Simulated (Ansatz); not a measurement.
Crystal: Sn.

```xyz
2
Lattice="-2.9401 2.9401 1.5993 2.9401 -2.9401 1.5993 2.9401 2.9401 -1.5993" Properties=species:S:1:pos:R:3 pbc="T T T"
Sn    0.0000    0.0000    0.0000
Sn    0.0000    2.9401    0.7997
```

Base run:

- Program: Ansatz 0.2.0
- Functional: BLYP
- Potentials or basis: Ansatz PAW
- Cutoff: 420 eV (not typed: the program's choice for these potentials)
- k mesh: 9 × 9 × 9
- Occupations: fermi-dirac, width 0.05 eV
- Spin: no spin polarisation

Its results: band gap on the k mesh none (metal or under the smearing width); pressure 5.7 GPa.

**Question.** The run is repeated on the same cell with these changes: functional from BLYP to PBEsol. What comes out?

**Answer.** Band gap on the k mesh none (metal or under the smearing width); pressure -1.4 GPa.

PBEsol binds more tightly than BLYP, so the same cell stands under less pressure.

Caveats: spin-orbit coupling is left out, which moves the levels of the heavy elements; the PAW data sets come from PBE, with cores solved anew for the run's functional, which leaves a small shift of forces and pressure.
